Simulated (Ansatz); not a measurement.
**BaTiO3: strain energy, fitted**

BaTiO3, Pm-3m, a = 3.994 Å. The structure is a Materials Project entry; whether it is the stable form wasn't checked. Ansatz: r2SCAN, PAW, 500 eV, Γ-centred 8×8×8 mesh on 5 atoms, Gaussian smearing 0.02 eV; no spin polarisation. Series: biaxial strain in the a-b plane, c and atoms relaxed; x is the strain in per cent. y is the free energy over the unstrained cell, V0 = 12.743 Å³/atom.

| x (%) | y (meV/atom) |
| --- | --- |
| -3.0 | ? |
| -2.0 | 11.81 |
| -1.0 | 2.85 |
| 0.0 | 0.00 |
| 1.0 | 2.67 |
| 2.0 | 10.33 |
| 3.0 | 22.54 |

Problem. Fit y = c2 x² + c3 x³ to the other rows, turn c2 into a modulus, and predict the missing energy.

Solution. Least squares on the rows shown. y = 2.7710 x² − 0.089390 x³. In eV per unit strain² c2 is 27.71; M is the biaxial modulus (E = M V0 ε²): 27.71 × 160.2 / (12.743) = 348 GPa. At x = -3.0 the fit asked for gives 27.35 meV/atom. The run gave 27.55 meV/atom, so the fit is 0.20 meV/atom too low, 0.73 % of the span of the series, against an rms of 0.02 meV/atom on the fitted rows. The row lies outside the fitted range. With a term in x⁴ added, a fit to the same known rows predicts 27.53 meV/atom, so most of the miss is curvature that the known rows already hold.

Symmetry holds off the tilts and polar distortions that many cubic perovskites undergo.